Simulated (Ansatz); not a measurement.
Space group Fm-3m (No. 225). a = 4.548 Å, b = 4.548 Å, c = 4.548 Å, α = 90.00°, β = 90.00°, γ = 90.00°
| atom | site | symmetry | x | y | z |
| --- | --- | --- | --- | --- | --- |
| Hf | 4a | m-3m | 0.0000 | 0.0000 | 0.0000 |
| N | 4b | m-3m | 0.5000 | 0.0000 | 0.0000 |

Equation of state of this HfN structure (not necessarily the ground state), with shape and atoms relaxed at each volume where symmetry leaves them free. It has no gap at any of these volumes. These are results of Ansatz, DFT PBE, scalar-relativistic, plane waves, PAW, not measurements.

Plane waves to 420 eV, a k mesh through Γ of 16×16×16 on the computed 2-atom cell and Gaussian smearing (0.10 eV); no spin polarisation.

| V (Å³/atom) | E − E(largest V) (meV/atom) | P (GPa) |
| --- | --- | --- |
| 10.347 | 92.22 | 44.18 |
| 10.699 | 10.55 | 30.36 |
| 11.052 | -42.98 | 18.59 |
| 11.405 | -72.56 | 8.56 |
| 11.757 | -81.72 | 0.00 |
| 12.110 | -73.47 | -7.31 |
| 12.463 | -50.30 | -13.55 |
| 12.933 | 0.00 | -20.46 |

Problem. Fit a third-order Birch–Murnaghan equation to E(V).

Solution. V0 = 11.76 Å³/atom, B0 = 263 GPa, B0' = 4.3.

Spin-orbit coupling is left out, which matters for the bands of heavy elements. Spin polarisation was left out, and a magnetic state may lie lower.